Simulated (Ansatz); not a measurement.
BN: strain and displacement

```
CELL_PARAMETERS angstrom
0.00000 1.80750 1.80750
1.80750 0.00000 1.80750
1.80750 1.80750 0.00000
ATOMIC_POSITIONS crystal
B 0.00000 0.00000 0.00000
N 0.75000 0.75000 0.75000
```

Atom numbers follow the list: B1, N2.

The conventional cell has a = 3.615 Å, b = 3.615 Å, c = 3.615 Å, α = 90.00°, β = 90.00°, γ = 90.00°. B (atom 1) is surrounded by 4 N at 1.57 Å. N (atom 2) is surrounded by 4 B at 1.57 Å.

The geometry is COD entry 9008834, unchecked; take it as a test cell.

These are results of DFT, PBEsol, PAW with Ansatz's default frozen-core files, scalar-relativistic in Ansatz 0.2.0, not measurements.

Sampling and basis: a Γ-centred 13×13×13 k mesh, Fermi–Dirac smearing of 0.03 eV, cutoff 420 eV, no spin polarisation; the PAW files were made with PBE, and the program remakes their frozen cores for this functional.

The unchanged cell is at -2.95 GPa.

Semilocal functionals give too small gaps.

x, y and z are the Cartesian axes of the cell as listed; fractional coordinates follow a strain, and an engineering shear is twice the off-diagonal strain component.

Vzz stands for the principal value of largest size of the field-gradient tensor, whatever its axis.

With equal xy, yz and zx engineering shear strains of -3 %: energy change +23.0 meV/atom; stress change (xx, yy, zz, yz, xz, xy) 1.29, 1.29, 1.29, 13.96, 13.96, 13.96 GPa, compression positive; change of the force on N2 (-0.124, -0.124, -0.124) eV/Å; Vzz in 10²¹ V/m²: B1 0 → -0.34 (η = 0.00), N2 0 → -0.95 (η = 0.00); gap on the k mesh 4.37 → 4.24 eV.

(1) With this change (equal xy, yz and zx engineering shear strains of -1 %), what becomes of the energy and stress and forces and field gradients and gap?

(2) With this change (equal xy, yz and zx engineering shear strains of +2 %), what becomes of the energy and stress and forces and field gradients and gap?

With equal xy, yz and zx engineering shear strains of -2 %: energy change +10.1 meV/atom; stress change (xx, yy, zz, yz, xz, xy) 0.57, 0.57, 0.57, 9.20, 9.20, 9.20 GPa, compression positive; change of the force on N2 (-0.068, -0.068, -0.068) eV/Å; Vzz in 10²¹ V/m²: B1 0 → -0.22 (η = 0.00), N2 0 → -0.64 (η = 0.00); gap on the k mesh 4.37 → 4.28 eV.

(3) With this change (equal xy, yz and zx engineering shear strains of +1 %), what becomes of the energy and stress and forces and field gradients and gap?

(4) With this change (equal xy, yz and zx engineering shear strains of +3 %), what becomes of the energy and stress and field gradients and gap?

Results:

(1) Energy change +2.5 meV/atom; stress change (xx, yy, zz, yz, xz, xy) 0.14, 0.14, 0.14, 4.54, 4.54, 4.54 GPa, compression positive; change of the force on N2 (-0.027, -0.027, -0.027) eV/Å; Vzz in 10²¹ V/m²: B1 0 → -0.11 (η = 0.00), N2 0 → -0.32 (η = 0.00); gap on the k mesh 4.37 → 4.32 eV.

(2) Energy change +9.7 meV/atom; stress change (xx, yy, zz, yz, xz, xy) 0.54, 0.54, 0.54, -8.82, -8.82, -8.82 GPa, compression positive; change of the force on N2 (0.015, 0.015, 0.015) eV/Å; Vzz in 10²¹ V/m²: B1 0 → 0.22 (η = 0.00), N2 0 → 0.63 (η = 0.00); gap on the k mesh 4.37 → 4.30 eV.

(3) Energy change +2.5 meV/atom; stress change (xx, yy, zz, yz, xz, xy) 0.14, 0.14, 0.14, -4.45, -4.45, -4.45 GPa, compression positive; change of the force on N2 (0.014, 0.014, 0.014) eV/Å; Vzz in 10²¹ V/m²: B1 0 → 0.11 (η = 0.00), N2 0 → 0.32 (η = 0.00); gap on the k mesh 4.37 → 4.34 eV.

(4) Energy change +21.6 meV/atom; stress change (xx, yy, zz, yz, xz, xy) 1.20, 1.20, 1.20, -13.11, -13.11, -13.11 GPa, compression positive; Vzz in 10²¹ V/m²: B1 0 → 0.32 (η = 0.00), N2 0 → 0.94 (η = 0.00); gap on the k mesh 4.37 → 4.24 eV.
